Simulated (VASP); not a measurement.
The system is Sb.

```xyz
2
Lattice="2.1454 1.2387 3.7570 -2.1454 1.2387 3.7570 0.0000 -2.4773 3.7570" Properties=species:S:1:pos:R:3 pbc="T T T"
Sb    0.0000    0.0000    2.6230
Sb    0.0000    0.0000    8.6479
```

The cell isn't the ideal one: a relaxed cell with its volume scaled by 0.94.

```yaml
Program: VASP 6.6.1
Task: relaxation of shape and atoms at fixed volume
Functional: PBE
Potentials_or_basis: VASP PAW PBE potentials, release 64 (Sb)
Cutoff: 300 eV
k_mesh: 6 × 6 × 5
Occupations: methfessel-paxton, width 0.1 eV
Spin: no spin polarisation
```

At the start: pressure 3.6 GPa; volume 29.95 Å³/atom.

**Question.** Where does the relaxation end?

**Answer.** Over 6 steps the energy falls by 6.7 meV/atom; space group R-3m (No. 166, to 0.05 Å).

The path:
```tsv
step	energy change (eV)	largest force (eV/Å)	pressure (GPa)
1	0.0000	0.3330	3.62
2	-0.0091	0.1646	3.09
3	-0.0129	0.0516	2.39
4	-0.0130	0.0251	2.48
5	-0.0134	0.0123	2.46
6	-0.0135	0.0032	2.45
```

Final structure:
```xyz
2
Lattice="2.1635 1.2491 3.6944 -2.1635 1.2491 3.6944 0.0000 -2.4982 3.6944" Properties=species:S:1:pos:R:3 pbc="T T T"
Sb    0.0000    0.0000    2.6142
Sb    0.0000    0.0000    8.4691
```
